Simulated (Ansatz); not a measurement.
Crystal: ZnS (Wurtzite-2H).

```xyz
4
Lattice="3.8110 0.0000 0.0000 -1.9055 3.3004 0.0000 0.0000 0.0000 6.2340" Properties=species:S:1:pos:R:3 pbc="T T T"
Zn    1.9055    1.1001    3.1170
Zn    0.0000    2.2003    0.0000
S     1.9055    1.1001    5.5171
S     0.0000    2.2003    2.4001
```

- Program: Ansatz 0.2.0
- Task: relaxation of cell and atoms
- Functional: HSE06
- Potentials or basis: Ansatz PAW
- Cutoff: 420 eV (not typed: the program's choice for these potentials)
- k mesh: 6 × 6 × 4
- Occupations: fermi-dirac, width 0.05 eV
- Spin: no spin polarisation

At the start: volume 19.60 Å³/atom.

**Question.** How do energy, volume and symmetry change on relaxing?

**Answer.** It ends after 5 steps and the volume is 19.99 Å³/atom (+2.0 %); space group P6_3mc (No. 186, to 0.05 Å).

The path:
```tsv
step	energy change (eV)	largest force (eV/Å)	volume (Å³)
1	0.0000	0.3272	78.41
2	-0.0169	0.2254	79.37
3	-0.0275	0.0014	79.98
4	-0.0276	0.0005	79.94
5	-0.0286	0.0005	79.94
```

Final structure:
```
Zn S
1.0
     3.83490    0.00000    0.00000
    -1.91745    3.32112    0.00000
     0.00000    0.00000    6.27667
Zn S
2 2
Direct
  0.66667 0.33333 0.50503
  0.33333 0.66667 0.00503
  0.66667 0.33333 0.87997
  0.33333 0.66667 0.37997
```

Caveat: the plane-wave basis is chosen anew once the cell has moved, so the energies of steps on either side of that aren't comparable; the PAW data sets come from PBE, with cores solved anew for the run's functional, which leaves a small shift of forces and pressure.
